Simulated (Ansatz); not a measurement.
Calculation for B: DFT, PBEsol, all-electron LAPW, scalar-relativistic (Ansatz 0.2.0).

The cell comes from a relaxation on PAW files under the same functional, begun from a database entry that needn't be the ground state.

Command: `ansatz run input.yaml --threads 4 --pin off --max-ram 10240MiB --backend cpu --events-out ev --progress --plain --runs-dir out` It took 30 s on 4 threads of Arm Neoverse V1, on a shared host, peak memory 0.84 GiB.

```yaml
crystal:
  lattice:
    - [2.438123095, 1.4076510252, 4.1664559497]
    - [-2.438123095, 1.4076510252, 4.1664559497]
    - [0.0, -2.8153020505, 4.1664559497]
  atoms:
    - { symbol: B, position: [0.0106128932, 0.6538285838, 0.0106128932] }
    - { symbol: B, position: [0.0106128932, 0.0106128932, 0.6538285838] }
    - { symbol: B, position: [0.6538285838, 0.0106128932, 0.0106128932] }
    - { symbol: B, position: [0.9893871068, 0.3461714162, 0.9893871068] }
    - { symbol: B, position: [0.3461714162, 0.9893871068, 0.9893871068] }
    - { symbol: B, position: [0.9893871068, 0.9893871068, 0.3461714162] }
    - { symbol: B, position: [0.2215973721, 0.6297888796, 0.2215973721] }
    - { symbol: B, position: [0.2215973721, 0.2215973721, 0.6297888796] }
    - { symbol: B, position: [0.6297888796, 0.2215973721, 0.2215973721] }
    - { symbol: B, position: [0.7784026279, 0.3702111204, 0.7784026279] }
    - { symbol: B, position: [0.3702111204, 0.7784026279, 0.7784026279] }
    - { symbol: B, position: [0.7784026279, 0.7784026279, 0.3702111204] }
kpoints:
  mp_grid: { grid: [8, 8, 8] }
scf:
  occupations: { method: fermi_dirac, width: 0.05 }
hamiltonian:
  xc: pbesol
  pseudopotentials: { kind: all_electron, lapw: { basis_error: 0.0005 } }
output:
  forces: true
  stress: true
  eigenvalues: true
```

Output:

```
LAPW: plane waves up to 9.977 Å⁻¹, error target 5.0e-4 eV per atom; small_component_spin mean_spin; B in spheres of 0.833 Å, 5 of its electrons in bands, Dirac shells [] (how accurate: hamiltonian.pseudopotentials.lapw.basis_error, Limitations)
Engine: ansatz 0.2.0
Pseudopotentials: kind: all_electron
Pseudopotential: B, LAPW, valence charge 5, lapw/all_electron/scalar/gaussian/B, Koelling and Harmon's equation, gaussian nucleus
Functional definition: PBEsol
  exchange = pbesol_x
  correlation = pbesol_c
Crystal: 12 atoms, lattice volume = 85.796 Å³
Basis set: ecut = 379.249253976993 eV, 1435 PW (Γ), exchange–correlation at level 2
Bands: 42, of which v1, the nominal top of the filled ones, is band 30 counted from 1 (29 counted from 0)
Symmetry: 12 space group operations
Space group: R-3m (ITA 166), of the structure as read, at distance tolerance 4.4e-5 Å
k-points: 65 of 512
Non-local potential: B, projectors of the file, none
Initial density: superposition of atomic densities (chi_scale 0.1, normalization cell)
Initial wavefunctions: plane waves of lowest kinetic energy (no species holds an atomic orbital)
Functional: x = pbesol(κ = 0.804, μ = 0.12345679012345678), c = pbesol(β = 0.046)
iter 1 solved again at ethr=2.00e-2 eV; its pass at ethr=1.00e-1 eV (dr2=1.20e1 eV) is discarded
SCF iter   1: F=—  HF=-8080.197781 eV  |F-HF|=—  |Δ(HF+E_count)|=         —  Δρ=9.47e-2  dr2=1.21e1  ethr=2.00e-2  ⟨swp⟩=2.1  Hψ=19966  notcnv=0
preconditioner: auto → Resta (q_TF=auto, 2.570 Å⁻¹)  ε∞=4.5  [insulator: Δε(μ)=1.868 eV  Ē_g=12.937 eV  σ=0.050 eV  W_gap=1.00  n_scr=20 (ndim 8)  ℏωp=24.1 eV  f_vac=0.000  D(μ)=0.00/eV (n_scr^D=0)  ε∞_Penn≈4.5]
SCF iter   2: F=—  HF=-8076.687428 eV  |F-HF|=—  |Δ(HF+E_count)|=    3.51e0  Δρ=5.09e-2  dr2=3.35e0  ethr=2.00e-2  ⟨swp⟩=3.0  Hψ=6963  notcnv=0
iter 3 solved again at ethr=1.40e-4 eV; its pass at ethr=5.58e-3 eV (dr2=8.41e-2 eV) is discarded
SCF iter   3: F=—  HF=-8075.419970 eV  |F-HF|=—  |Δ(HF+E_count)|=    1.27e0  Δρ=8.23e-3  dr2=8.42e-2  ethr=1.40e-4  ⟨swp⟩=2.1  Hψ=13967  notcnv=0  defer=3
SCF iter   4: F=—  HF=-8075.406758 eV  |F-HF|=—  |Δ(HF+E_count)|=         —  Δρ=2.01e-3  dr2=5.95e-3  ethr=1.40e-4  ⟨swp⟩=2.1  Hψ=6829  notcnv=0  defer=2
the basis was enlarged: its passes take 916.9 KiB over the memory plan, 4 of 4 planned eigensolver slots
SCF iter   5: F=—  HF=-8075.408047 eV  |F-HF|=—  |Δ(HF+E_count)|=   1.29e-3  Δρ=5.37e-4  dr2=2.98e-4  ethr=9.92e-6  ⟨swp⟩=3.0  Hψ=6586  notcnv=0
SCF iter   6: F=—  HF=-8075.408340 eV  |F-HF|=—  |Δ(HF+E_count)|=   2.93e-4  Δρ=1.03e-4  dr2=1.29e-5  ethr=4.96e-7  ⟨swp⟩=3.0  Hψ=6627  notcnv=0
SCF iter   7: F=—  HF=-8075.408352 eV  |F-HF|=—  |Δ(HF+E_count)|=   1.25e-5  Δρ=2.14e-5  dr2=5.02e-7  ethr=2.15e-8  ⟨swp⟩=3.0  Hψ=6802  notcnv=0
SCF iter   8: F=-8075.408352 eV  HF=-8075.408352 eV  |F-HF|=1.22e-9  |Δ(HF+E_count)|=   1.54e-7  Δρ=2.92e-6  dr2=9.80e-9  ethr=8.36e-10  ⟨swp⟩=3.0  Hψ=6975  notcnv=0
SCF 1 converged in 8 iterations: F = -8075.408352 eV  dr2 = 9.80e-9
the search or the solves at the SCF's close seem to have found levels that the self-consistency loop had missed (the run counts 1). By its estimate they hold under 1e-12 electrons; where the run keeps them, the occupations were computed again with them
SCF converged after 8 iterations
Free energy (F): -8075.408352 eV
Harris-Foulkes:  -8075.408352 eV  (|F-HF|=1.22e-9)
Internal energy: -8075.408352 eV  (E = F + TS)
E sigma→0 (E₀):  -8075.408352 eV
Entropy (-TS):   -0.000000 eV (-0.000 meV/atom)
Fermi energy:    10.198849 eV
--- Per-component energies (eV) ---
  E_band       = -3783.473573
  E_kinetic    = 8031.653950
  E_xc         = -1293.570038
  E_electrostatic = -14813.492264  (all electrons and nuclei)
  E_smearing   = -0.000000  (= −TS)
  E_closure    = 0.000000  (closes the sum)
  E_atoms      = -7990.262252  (free atoms, spherical and without spin; not in F)
  Σ components = -8075.408352   (vs F -8075.408352, Δ=0.00e0)
  Basis errors (estimates in eV, not in F): energy 2.7e-4 per atom: plane waves 2.5e-4 (1.6e-4 summed), levels above the bands 3.4e-77, relativity 3.5e-9, radial functions 1.4e-5, core shells 0.0e0; eigenvalues (radial functions only) 6.2e-7; not estimated: angular momenta, meshes, grids; target (lapw.basis_error) 5.0e-4; muffin-tin radii B 0.833 Å
--- Forces (eV/Å), atoms counted from 1 ---
  atom   1  B     -0.00143602     0.00082908    -0.00143397
  atom   2  B     -0.00000000    -0.00165817    -0.00143397
  atom   3  B      0.00143602     0.00082908    -0.00143397
  atom   4  B      0.00143602    -0.00082908     0.00143397
  atom   5  B     -0.00143602    -0.00082908     0.00143397
  atom   6  B      0.00000000     0.00165817     0.00143397
  atom   7  B     -0.00235759     0.00136116    -0.00055796
  atom   8  B      0.00000000    -0.00272231    -0.00055796
  atom   9  B      0.00235759     0.00136116    -0.00055796
  atom  10  B      0.00235759    -0.00136116     0.00055796
  atom  11  B     -0.00235759    -0.00136116     0.00055796
  atom  12  B      0.00000000     0.00272231     0.00055796
  max |Σ_I F_I| component: 9.11e-18 eV/Å
--- Stress (GPa, compression-positive) ---
       -0.077111       0.000000       0.000000
        0.000000      -0.077111       0.000000
        0.000000       0.000000      -0.129343
  P = ⅓ Tr σ = -0.0945 GPa (-0.945 kbar)
--- Band table (eV; the first three rows and the last of 65) ---
  k-point 0: bands = ["-162.9816", "-162.9775", "-162.9775", "-162.9727", "-162.9727", "-162.9718", "-161.2623", "-161.2528", "-161.2528", "-161.2521", "-161.2426", "-161.2426", "-6.7621", "-0.9457", "-0.6902", "-0.6902", "0.2741", "0.9628", "0.9628", "1.2504", "2.8825", "3.1429", "3.1429", "3.8876", "4.9967", "4.9967", "8.0910", "8.7066", "8.7066", "9.2062", "10.9093", "14.1142", "14.1142", "14.2595", "14.2595", "15.8875", "17.4152", "17.4152", "18.6437", "19.3755", "19.3755", "19.7845"]
  k-point 1: bands = ["-162.9815", "-162.9777", "-162.9775", "-162.9731", "-162.9727", "-162.9714", "-161.2621", "-161.2543", "-161.2528", "-161.2506", "-161.2427", "-161.2426", "-6.6728", "-1.5044", "-0.9944", "-0.8513", "0.5381", "1.0590", "1.3002", "1.5400", "2.7362", "2.8479", "3.4631", "4.3322", "5.0249", "5.4622", "7.9904", "8.4307", "8.5237", "8.8919", "11.0413", "13.2765", "13.6188", "14.8333", "15.0929", "16.1781", "17.2782", "17.4762", "18.1660", "18.4750", "18.8069", "19.4162"]
  k-point 2: bands = ["-162.9811", "-162.9781", "-162.9775", "-162.9736", "-162.9727", "-162.9709", "-161.2616", "-161.2560", "-161.2528", "-161.2489", "-161.2432", "-161.2426", "-6.4188", "-2.5943", "-1.1200", "-1.1025", "0.2155", "1.2647", "2.0409", "2.3659", "2.4402", "2.7331", "4.1221", "4.7558", "5.7586", "6.3698", "7.2455", "7.4008", "7.9698", "8.8915", "11.4788", "12.8137", "13.4747", "14.4847", "15.2943", "16.3381", "16.8799", "17.2175", "17.6706", "17.9399", "18.1663", "18.7731"]
  k-point 64: bands = ["-162.9816", "-162.9775", "-162.9775", "-162.9727", "-162.9727", "-162.9718", "-161.2623", "-161.2527", "-161.2527", "-161.2521", "-161.2426", "-161.2426", "-6.1960", "-3.2320", "-0.8414", "-0.8414", "-0.3460", "0.6754", "0.6754", "2.9099", "3.7706", "3.7706", "4.6419", "5.4209", "6.2230", "6.2230", "6.4669", "7.6117", "7.6117", "9.5698", "12.0841", "12.3026", "12.3026", "14.5140", "14.5140", "14.9871", "15.5665", "16.6327", "16.6327", "17.0919", "17.7252", "19.4568"]
```
